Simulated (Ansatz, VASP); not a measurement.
Two plane-wave programs on FeO

Contents of INCAR:

```
SYSTEM = FeO
PREC     = Accurate       ! precision mode
ENCUT    = 520            ! plane-wave cutoff, eV
EDIFF    = 1E-7           ! SCF threshold, eV
ISMEAR   = -1             ! smearing method
SIGMA    = 0.05           ! smearing width, eV
LREAL    = .False.        ! projectors in reciprocal space
LASPH    = .True.         ! aspherical terms in the spheres
NELM     = 150            ! most SCF steps
ALGO     = Normal         ! electronic algorithm
ISIF     = 2              ! what is computed and relaxed
LWAVE    = .False.        ! write WAVECAR
LCHARG   = .False.        ! write CHGCAR
ISPIN    = 2              ! spin polarisation
MAGMOM   = 3 0            ! initial moments
LORBIT   = 11             ! projections on sites
LMAXMIX  = 4              ! l up to which the mixer works
GGA      = PE             ! functional
NBANDS   = 18             ! bands
```

File KPOINTS:

```
regular mesh
0
Gamma
  12 12 12
  0 0 0
```

File POSCAR:

```
FeO
1.0
   -1.6021034130      1.6021034130      2.0833922500
    1.6021034130     -1.6021034130      2.0833922500
    1.6021034130      1.6021034130     -2.0833922500
Fe O
1 1
Direct
    0.0001110000      0.0037670000     -0.0039330000
    0.5039270000      0.5037600000      0.0147440000
```

The input input.yaml:

```yaml
crystal:
  lattice:
    - [-1.602103413, 1.602103413, 2.08339225]
    - [1.602103413, -1.602103413, 2.08339225]
    - [1.602103413, 1.602103413, -2.08339225]
  atoms:
    - { symbol: Fe, position: [0.000111, 0.003767, -0.003933], spin: 3.0 }
    - { symbol: O, position: [0.503927, 0.50376, 0.014744] }
hamiltonian:
  xc: pbe
  pseudopotentials: { kind: paw }
magnetization:
  spin_polarized: true
kpoints:
  mp_grid: { grid: [12, 12, 12] }
scf:
  occupations: { method: fermi_dirac, width: 0.05 }
output:
  forces: true
  stress: true
  eigenvalues: true
  write_density: true
  write_potential: true
  elf: true
  volumetric_format: npy
```

Change from the starting cell: atoms moved at random, drawn with an rms of 0.05 Å.

Alike in both runs: task single point; functional PBE; k mesh 12 × 12 × 12; occupations fermi-dirac, width 0.05 eV; collinear spin, ferromagnetic start.

|  | VASP | Ansatz |
| --- | --- | --- |
| version | VASP 6.6.1 | Ansatz 0.2.0 |
| potentials or method | VASP PAW PBE potentials, release 64 (Fe, O) | Ansatz PAW |
| plane-wave cutoff (eV) | 520 | 420 |
| valence electrons in the cell | 14 | 22 |

Ansatz gave:

```
gap on the k mesh at the Fermi level (eV)                     : none
pressure (GPa)                                                : -8.5
largest component of the traceless stress (GPa)               : 3.19
rms of the force components (eV/Å)                            : 0.097
net moment per atom (μB)                                      : 2.00
size of the moment on the site where the two differ most (μB) : 3.38
```

Q: Estimate VASP's values.

A: gap on the k mesh at the Fermi level (eV): none; pressure (GPa): -8.5; largest component of the traceless stress (GPa): 3.50; rms of the force components (eV/Å): 0.101; net moment per atom (μB): 2.00; size of the moment on the site where the two differ most (μB): 3.62.

Site moments also hang on the region over which each program counts them. Atom by atom the forces differ by 0.004 eV/Å (rms over components). A gap of «none» marks a metal or a gap that the smearing closes. The two sets of potentials don't hold the same shells in valence.

Caveats: a cell with one magnetic atom can't hold antiferromagnetic order, which such compounds often take; semilocal functionals often make such compounds metallic where correlation or magnetic order opens a gap, which also shifts bond lengths; the pressure holds a Pulay correction of +0.6 GPa for the finite cutoff (Ansatz).
